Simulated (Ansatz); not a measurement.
# Energy landscape near a Pb structure

All numbers below come from DFT PBE, scalar-relativistic, plane waves, PAW (Ansatz 0.2.0).

Settings: cutoff 420 eV, Γ-centred mesh 15×15×8 on the computed 2-atom cell, Gaussian smearing of 0.10 eV; no spin polarisation.

Reference cell:

```xyz
2
Lattice="3.4800 0.0000 0.0000 -1.7400 3.0138 0.0000 0.0000 0.0000 5.5900" Properties=species:S:1:pos:R:3 pbc="T T T"
Pb    0.0000    2.0092    1.3975
Pb    1.7400    1.0046    4.1925
```

Each variant moves atoms of this cell by the vectors given, if any (Å), and then applies a symmetric strain (tensor components, Cartesian axes). The reference cell isn't relaxed at this level. Energies are per atom at zero smearing, counted from the lowest variant. Pressure is positive in compression.

1. strain (xx yy zz yz xz xy, %) 3.81 3.81 6.81 0.00 0.00 0.00
2. strain (xx yy zz yz xz xy, %) -0.08 -0.08 2.92 0.00 0.00 0.00
3. strain (xx yy zz yz xz xy, %) -3.13 -3.13 -0.13 0.00 0.00 0.00
4. strain (xx yy zz yz xz xy, %) 3.07 3.07 -2.93 0.00 0.00 0.00
5. strain (xx yy zz yz xz xy, %) -0.29 -0.29 -6.29 0.00 0.00 0.00

```
result  ΔE (meV/atom) P (GPa)
     A           87.7     8.47
     B            0.1    -2.04
     C          131.6     9.17
     D            0.0     2.56
     E           27.5     2.68
```

Q: Which variant gave which result?

A: A is 3, B is 1, C is 5, D is 2, E is 4.

Spin–orbit coupling is left out, which can shift energies with elements as heavy as these.

This form isn't the element's structure at ambient conditions.